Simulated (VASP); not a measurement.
# KF (Pm-3m) in VASP: a series of runs

The runs below take KF through single point, with PBE, PBEsol.

Everything below comes from runs of VASP 6.6.1. Logs are shortened: lines on timing, memory, paths and dates and some standing lists are left out, and cuts for length are marked.

## (1) Starting point

It takes space group Pm-3m (No. 221, cubic). The conventional cell has a = 3.259 Å, b = 3.259 Å, c = 3.259 Å, α = 90.00°, β = 90.00°, γ = 90.00°. K (site symmetry m-3m) is surrounded by 8 F at 2.82 Å. F (site symmetry m-3m) has 8 K at 2.82 Å as nearest neighbours.

The cell comes from a database or a generator and needn't be the stable form of this composition.

## (2) Single point, PBE

INCAR reads:

```
SYSTEM = KF
  PREC = Accurate
  ENCUT = 500
  EDIFF = 1E-6
  ISMEAR = 0
  SIGMA = 0.02
  LREAL = .False.
  LASPH = .True.
  NELM = 60
  ALGO = Normal
  ISIF = 2
  LWAVE = .False.
  LCHARG = .False.
  GGA = PE
```

KPOINTS reads:

```
regular mesh
0
Gamma
  5 5 5
  0 0 0
```

POSCAR reads:

```
KF
1.0
    3.2589550000      0.0000000000      0.0000000000
    0.0000000000      3.2589550000      0.0000000000
    0.0000000000      0.0000000000      3.2589550000
K F
1 1
Direct
    0.0000000000      0.0000000000      0.0000000000
    0.5000000000      0.5000000000      0.5000000000
```

Potentials or basis: VASP PAW PBE potentials, release 64 (K_sv_GW, F_GW).

On the command line:

```
$ cat potpaw_PBE.64/K_sv_GW/POTCAR potpaw_PBE.64/F_GW/POTCAR > POTCAR
$ mpirun -np 1 vasp_std > vasp.out
```

OUTCAR:

```text
SYSTEM = KF
   PREC = Accurate
   ENCUT = 500
   EDIFF = 1E-6
   ISMEAR = 0
   LREAL = .False.
   LASPH = .True.
   NELM = 60
   ISIF = 2
   GGA = PE

 ion  position               nearest neighbor table
   1  0.000  0.000  0.000-
   2  0.500  0.500  0.500-

  LATTYP: Found a simple cubic cell.
 ALAT       =     3.2589550000

  Lattice vectors:

 A1 = (   3.2589550000,   0.0000000000,   0.0000000000)
 A2 = (   0.0000000000,   3.2589550000,   0.0000000000)
 A3 = (   0.0000000000,   0.0000000000,   3.2589550000)

Analysis of symmetry for initial positions (statically):
=====================================================================
 Subroutine PRICEL returns:
 Original cell was already a primitive cell.

 Routine SETGRP: Setting up the symmetry group for a
 simple cubic supercell.

 Subroutine GETGRP returns: Found 48 space group operations
 (whereof 48 operations were pure point group operations)
 out of a pool of 48 trial point group operations.

The static configuration has the point symmetry O_h .

Analysis of symmetry for dynamics (positions and initial velocities):
=====================================================================
 Subroutine PRICEL returns:
 Original cell was already a primitive cell.

 Routine SETGRP: Setting up the symmetry group for a
 simple cubic supercell.

 Subroutine GETGRP returns: Found 48 space group operations
 (whereof 48 operations were pure point group operations)
 out of a pool of 48 trial point group operations.

The dynamic configuration has the point symmetry O_h .

 Subroutine INISYM returns: Found 48 space group operations
 (whereof 48 operations are pure point group operations),
 and found     1 'primitive' translations

----------------------------------------------------------------------------------------

                                     Primitive cell

  volume of cell :      34.6127

  direct lattice vectors                    reciprocal lattice vectors
     3.258955000  0.000000000  0.000000000     0.306846827  0.000000000  0.000000000
     0.000000000  3.258955000  0.000000000     0.000000000  0.306846827  0.000000000
     0.000000000  0.000000000  3.258955000     0.000000000  0.000000000  0.306846827

  length of vectors
     3.258955000  3.258955000  3.258955000     0.306846827  0.306846827  0.306846827

  position of ions in fractional coordinates (direct lattice)
     0.000000000  0.000000000  0.000000000
[... 71 lines left out ...]
   POTIM  = 0.5000    time-step for ionic-motion
   TEBEG  =    0.0;   TEEND  =   0.0 temperature during run
   PSTRESS=    0.0 pullay stress
   NELECT =      16.0000    total number of electrons
   NUPDOWN=      -1.0000    fix difference up-down
   EMIN   =  10.00;   EMAX   =-10.00  energy-range for DOS
   EFERMI =   0.00;   METHOD = LEGACY
   ISMEAR =     0;   SIGMA  =   0.02  broadening in eV -4-tet -1-fermi 0-gaus
   EFERMI_NEDOS =   21; number of points for ismear=-14 and -15
   IALGO  =     38    algorithm
   IMIX   =      4    mixing-type and parameters
     AMIX     =   0.40;   BMIX     =  1.00
     AMIX_MAG =   1.60;   BMIX_MAG =  1.00
  volume/ion in A,a.u.               =      17.31       116.79
  Fermi-wavevector in a.u.,A,eV,Ry     =   1.265814  2.392041 21.800402  1.602284
  Thomas-Fermi vector in A             =   2.399047
   LORBIT       =      0    0 simple, 1 ext, 2 COOP (PROOUT), +10 PAW based schemes
   GGA     = PE    functional components
   LHFCALC =     F    Hartree Fock is set to
   AEXX    =    0.0000 exact exchange contribution
   IVDW    =     0    specifies the selected vdW correction
   LEPSILON=     F    determine dielectric tensor
   LRPA    =     F    only Hartree local field effects (RPA)
 non-spin polarized calculation
 Gauss-broadening in eV      SIGMA  =   0.02
  energy-cutoff  :      500.00
  volume of cell :       34.61
 maximum number of plane-waves:       904
 NGX is ok and might be reduce to    24
   NGX = 11   NGY = 11   NGZ = 11

 number of electron      15.9999989 magnetization

 Free energy of the ion-electron system (eV)
  ---------------------------------------------------
  ext. energy  EPLUGINS =         0.00000000
  ---------------------------------------------------
  free energy    TOTEN  =       -10.57474480 eV

  energy without entropy =      -10.57474480  energy(sigma->0) =      -10.57474480

 E-fermi :   0.6329     XC(G=0):  -9.0212

 val. band max:        0.5432395626   @ k =   0.4000   0.4000   0.0000
 cond. band min:       6.8402955337   @ k =   0.0000   0.0000   0.0000
 fundamental gap:      6.2970559711
 Fermi energy:         0.6328632747

 k-point     1 :       0.0000    0.0000    0.0000
  band No.  band energies     occupation
      1     -26.4312      2.00000
      2     -18.3213      2.00000
      3      -9.4626      2.00000
      4      -9.4626      2.00000
      5      -9.4626      2.00000
      6       0.5174      2.00000
      7       0.5174      2.00000
      8       0.5174      2.00000
      9       6.8403      0.00000
     10       8.8748      0.00000
     11       8.8748      0.00000
     12      14.2106      0.00000
[... 121 lines left out ...]
 k-point    10 :       0.4000    0.4000    0.4000
  band No.  band energies     occupation
      1     -26.1346      2.00000
      2     -18.1806      2.00000
      3     -10.0179      2.00000
      4      -9.9934      2.00000
      5      -9.9934      2.00000
      6      -0.3443      2.00000
      7      -0.3443      2.00000
      8      -0.2369      2.00000
      9      10.7068      0.00000
     10      11.1569      0.00000
     11      11.1569      0.00000
     12      13.7870      0.00000

------------------------ aborting loop because EDIFF is reached ----------------------------------------

  FORCE on cell =-STRESS in cart. coord.  units (eV):
  Direction    XX          YY          ZZ          XY          YZ          ZX
  --------------------------------------------------------------------------------------
  -------------------------------------------------------------------------------------
  Total       -0.6498648     -0.6498648     -0.6498648      0.0000000      0.0000000      0.0000000
  in kB      -30.0814304    -30.0814304    -30.0814304      0.0000000      0.0000000      0.0000000
  external PRESSURE =     -30.0814304 kB  Pullay stress =       0.0000000 kB

 VOLUME and BASIS-vectors are now :
 -----------------------------------------------------------------------------
  energy-cutoff  :      500.00
  volume of cell :       34.61
      direct lattice vectors                 reciprocal lattice vectors
     3.258955000  0.000000000  0.000000000     0.306846827  0.000000000  0.000000000
     0.000000000  3.258955000  0.000000000     0.000000000  0.306846827  0.000000000
     0.000000000  0.000000000  3.258955000     0.000000000  0.000000000  0.306846827

 POSITION                                       TOTAL-FORCE (eV/Angst)
 -----------------------------------------------------------------------------------
      0.00000      0.00000      0.00000         0.000000      0.000000      0.000000
      1.62948      1.62948      1.62948         0.000000      0.000000      0.000000
 -----------------------------------------------------------------------------------
    total drift:                                0.000000      0.000000     -0.000000

  FREE ENERGIE OF THE ION-ELECTRON SYSTEM (eV)
  ---------------------------------------------------
  free  energy   TOTEN  =       -10.5747447955 eV

  energy  without entropy=      -10.5747447955  energy(sigma->0) =      -10.57474480
```

OSZICAR:

```text
N       E                     dE             d eps       ncg     rms          rms(c)
DAV:   1     0.218275054255E+03    0.21828E+03   -0.70046E+03   240   0.125E+03
DAV:   2     0.671899832962E+01   -0.21156E+03   -0.19617E+03   392   0.410E+02
DAV:   3    -0.116464164254E+02   -0.18365E+02   -0.17830E+02   384   0.145E+02
DAV:   4    -0.121390776313E+02   -0.49266E+00   -0.49184E+00   372   0.204E+01
DAV:   5    -0.121439626964E+02   -0.48851E-02   -0.48839E-02   304   0.178E+00    0.625E+00
DAV:   6    -0.106876240729E+02    0.14563E+01   -0.41163E+00   324   0.192E+01    0.403E+00
DAV:   7    -0.106166178349E+02    0.71006E-01   -0.30862E-01   380   0.586E+00    0.205E+00
DAV:   8    -0.105754939764E+02    0.41124E-01   -0.63106E-02   320   0.292E+00    0.381E-01
DAV:   9    -0.105747175938E+02    0.77638E-03   -0.81759E-03   372   0.959E-01    0.148E-01
DAV:  10    -0.105747159974E+02    0.15964E-05   -0.85755E-04   336   0.387E-01    0.364E-02
DAV:  11    -0.105747474199E+02   -0.31423E-04   -0.75114E-05   320   0.113E-01    0.170E-02
DAV:  12    -0.105747452556E+02    0.21643E-05   -0.80407E-06   348   0.337E-02    0.955E-03
DAV:  13    -0.105747447955E+02    0.46016E-06   -0.75765E-07   228   0.101E-02
   1 F= -.10574745E+02 E0= -.10574745E+02  d E =-.205896E-11
```

It took 7.9 s on 1 thread of Intel Xeon Platinum 8375C at 2.90GHz (Ice Lake), shared host; peak memory 0.14 GiB.

What came out:

```
Free energy            : -10.5747 eV
Band gap on the k mesh : 6.30 eV, indirect (least direct gap 6.32 eV)
```

Levels at points of the mesh, in eV from the valence-band top:
| k point | band 5 | band 6 | band 7 | band 8 | band 9 | band 10 | band 11 | band 12 |
| --- | --- | --- | --- | --- | --- | --- | --- | --- |
| (0.00, 0.00, 0.00) | -10.01 | -0.03 | -0.03 | -0.03 | 6.30 | 8.33 | 8.33 | 13.67 |

Caveat: the cutoff is under 1.25 times the usual one of these potentials, so pressure, stress and relaxed cells hold a basis-set (Pulay) error; an odd mesh through Γ misses points on the zone boundary, where band edges often lie.

## (3) Single point, PBEsol

INCAR reads:

```
SYSTEM = KF
PREC     = Accurate       ! precision mode
ENCUT    = 520            ! plane-wave cutoff, eV
EDIFF    = 1E-6           ! SCF threshold, eV
ISMEAR   = 0              ! smearing method
SIGMA    = 0.02           ! smearing width, eV
LREAL    = .FALSE.        ! projectors in reciprocal space
LASPH    = .TRUE.         ! aspherical terms in the spheres
NELM     = 60             ! most SCF steps
ALGO     = Fast           ! electronic algorithm
ISIF     = 2              ! what is computed and relaxed
LWAVE    = .FALSE.        ! write WAVECAR
LCHARG   = .TRUE.         ! write CHGCAR
GGA      = PS             ! functional
LELF     = .TRUE.         ! ELF
LVHAR    = .TRUE.       
NBANDS   = 15             ! bands
```

KPOINTS reads:

```
regular mesh
0
G
  8 8 8
  0 0 0
```

POSCAR reads:

```
KF
3.259
    0.999986192083      0.000000000000      0.000000000000
    0.000000000000      0.999986192083      0.000000000000
    0.000000000000      0.000000000000      0.999986192083
K F
1 1
Direct
    0.0000000000      0.0000000000      0.0000000000
    0.5000000000      0.5000000000      0.5000000000
```

Potentials or basis: VASP PAW PBE potentials, release 64 (K_sv, F).

On the command line:

```
$ cat potpaw_PBE.64/K_sv/POTCAR potpaw_PBE.64/F/POTCAR > POTCAR
$ mpirun -np 1 vasp_std > vasp.out
```

Wall time 10 s (1 thread of AMD EPYC 9R45 (Zen 5), shared host); peak memory 0.11 GiB.

It converged, with:

```
Free energy            : -8.3393 eV
Pressure               : -2.5 GPa
Band gap on the k mesh : 6.10 eV, indirect (least direct gap 6.15 eV)
```

Levels at points of the mesh, in eV from the valence-band top:
```
           k point  band 6  band 7  band 8  band 9  band 10  band 11
(0.00, 0.00, 0.00)   -0.05   -0.05   -0.05    6.10     8.21     8.21
(0.50, 0.00, 0.00)   -1.25   -0.17   -0.17    9.24     9.25    10.71
(0.50, 0.50, 0.00)   -0.62   -0.62    0.00    8.37     8.88    11.84
(0.50, 0.50, 0.50)   -1.05   -1.05   -1.05   10.36    10.36    10.36
```

Caveat: the PAW data sets were made with another functional, which shifts forces and pressure a little.

## (4) Single point, PBEsol

run.py reads:

```python
from ase.calculators.vasp import Vasp
from ase.dft.bandgap import bandgap
from ase.io import read

atoms = read('KF.cif', primitive_cell=True, subtrans_included=False)
calc = Vasp(
    directory='calc',
    xc='pbesol',
    pp='PBE',
    setups='materialsproject',
    prec='Accurate',
    encut=520,
    ediff=1e-06,
    ismear=0,
    sigma=0.02,
    lreal=False,
    lasph=True,
    nelm=100,
    algo='Normal',
    isif=2,
    lwave=False,
    lcharg=False,
    kpts=[8, 8, 8],
    gamma=True,
)
atoms.calc = calc

print('energy (eV):', atoms.get_potential_energy())
print('free energy (eV):', atoms.get_potential_energy(force_consistent=True))
print('forces (eV/A):')
print(atoms.get_forces())
print('stress (eV/A^3, Voigt):', atoms.get_stress())
print('Fermi level (eV):', calc.get_fermi_level())
gap, top, bottom = bandgap(calc)
print('band gap (eV):', gap, 'from (spin, k, band)', top, 'to', bottom)
```

KF.cif reads:

```cif
data_KF
_cell_length_a 3.25895500
_cell_length_b 3.25895500
_cell_length_c 3.25895500
_cell_angle_alpha 90.00000000
_cell_angle_beta 90.00000000
_cell_angle_gamma 90.00000000
_space_group_name_H-M_alt 'Pm-3m'
_space_group_name_Hall '-P 4 2 3'
_space_group_IT_number 221
loop_
_space_group_symop_operation_xyz
'x,y,z'
'-x,-y,-z'
'-y,x,z'
'y,-x,-z'
'-x,-y,z'
'x,y,-z'
'y,-x,z'
'-y,x,-z'
'x,-y,-z'
'-x,y,z'
'-y,-x,-z'
'y,x,z'
'-x,y,-z'
'x,-y,z'
'y,x,-z'
'-y,-x,z'
'z,x,y'
'-z,-x,-y'
'z,-y,x'
'-z,y,-x'
'z,-x,-y'
'-z,x,y'
'z,y,-x'
'-z,-y,x'
'-z,x,-y'
'z,-x,y'
'-z,-y,-x'
'z,y,x'
'-z,-x,y'
'z,x,-y'
'-z,y,x'
'z,-y,-x'
'y,z,x'
'-y,-z,-x'
'x,z,-y'
'-x,-z,y'
'-y,z,-x'
'y,-z,x'
'-x,z,y'
'x,-z,-y'
'-y,-z,x'
'y,z,-x'
'-x,-z,-y'
'x,z,y'
'y,-z,-x'
'-y,z,x'
'x,-z,y'
'-x,z,-y'
loop_
_atom_site_label
_atom_site_type_symbol
_atom_site_symmetry_multiplicity
_atom_site_Wyckoff_symbol
_atom_site_fract_x
_atom_site_fract_y
_atom_site_fract_z
_atom_site_occupancy
K1 K 1 a 0.0000000000 0.0000000000 0.0000000000 1
F1 F 1 b 0.5000000000 0.5000000000 0.5000000000 1
```

On the command line:

```
$ python run.py
```

Wall time 8.6 s (1 thread of AMD EPYC 9R45 (Zen 5), shared host); peak memory 0.11 GiB.

It converged, with:

```yaml
Free_energy: -8.3393 eV
Pressure: -2.4 GPa
Band_gap_on_the_k_mesh: 6.10 eV, indirect (least direct gap 6.15 eV)
```

Levels at points of the mesh, in eV from the valence-band top:
```csv
k point,band 5,band 6,band 7,band 8,band 9,band 10,band 11,band 12
"(0.00, 0.00, 0.00)",-9.92,-0.05,-0.05,-0.05,6.10,8.21,8.21,13.85
"(0.50, 0.00, 0.00)",-9.81,-1.25,-0.17,-0.17,9.24,9.25,10.71,12.40
"(0.50, 0.50, 0.00)",-9.73,-0.62,-0.62,0.00,8.37,8.88,11.84,11.84
"(0.50, 0.50, 0.50)",-10.51,-1.05,-1.05,-1.05,10.37,10.37,10.37,15.03
```

Caveat: the PAW data sets were made with another functional, which shifts forces and pressure a little.

## (5) Single point, PBE

INCAR reads:

```
PREC = Accurate
ENCUT = 450
EDIFF = 1E-6
ISMEAR = 0
SIGMA = 0.02
LREAL = False
LASPH = True
NELM = 80
ALGO = Normal
ISIF = 2
LWAVE = False
LCHARG = False
GGA = PE
```

KPOINTS reads:

```
Automatic mesh
0
Gamma
  5 5 5
```

POSCAR reads:

```
KF
1.0
    3.2589550000      0.0000000000      0.0000000000
    0.0000000000      3.2589550000      0.0000000000
    0.0000000000      0.0000000000      3.2589550000
K F
1 1
Direct
    0.0000000000      0.0000000000      0.0000000000
    0.5000000000      0.5000000000      0.5000000000
```

Potentials or basis: VASP PAW PBE potentials, release 64 (K_sv_GW, F_GW).

On the command line:

```
$ cat potpaw_PBE.64/K_sv_GW/POTCAR potpaw_PBE.64/F_GW/POTCAR > POTCAR
$ mpirun -np 1 vasp_std > vasp.out
```

Wall time 4.8 s (1 thread of AMD EPYC 7R13 (Zen 3), shared host); peak memory 0.1 GiB.

The run converged, but a check on its numbers failed (symmetry, net force, bounds or a known fault of this set-up), so they aren't taken as properties of the crystal.

Caveat: the cutoff lies under the usual one of these potentials, so the numbers hold a large basis-set error; an odd mesh through Γ misses points on the zone boundary, where band edges often lie.

## (6) For comparison

An earlier run on the cell as given: functional PBE; potentials or basis VASP PAW PBE potentials, release 64 (K_sv, F); cutoff 520 eV; k mesh 8 × 8 × 8; occupations fermi-dirac, width 0.05 eV; no spin polarisation.

- Pressure: 0.0 GPa
- Band gap on the k mesh: 6.26 eV, indirect (least direct gap 6.31 eV)

## (7) The runs side by side

```csv
level,potentials or basis,k mesh,cutoff (eV),smearing,gap on the mesh (eV),pressure (GPa)
PBE,"VASP PAW PBE potentials, release 64 (K_sv_GW, F_GW)",5 × 5 × 5,500,gaussian 0.02 eV,6.30,-
PBEsol,"VASP PAW PBE potentials, release 64 (K_sv, F)",8 × 8 × 8,520,gaussian 0.02 eV,6.10,-2.4
PBE,"VASP PAW PBE potentials, release 64 (K_sv, F)",8 × 8 × 8,520,fermi-dirac 0.05 eV,6.26,0.0
```

Alike in all rows: task single point; no spin polarisation; cell as given.

Caveats: the cutoff is under 1.25 times the usual one of these potentials, so pressure, stress and relaxed cells hold a basis-set (Pulay) error (some runs); an odd mesh through Γ misses points on the zone boundary, where band edges often lie (some runs); the PAW data sets were made with another functional, which shifts forces and pressure a little (some runs).

Total energies depend on the potentials used, so only differences within one code and one set of settings carry meaning.
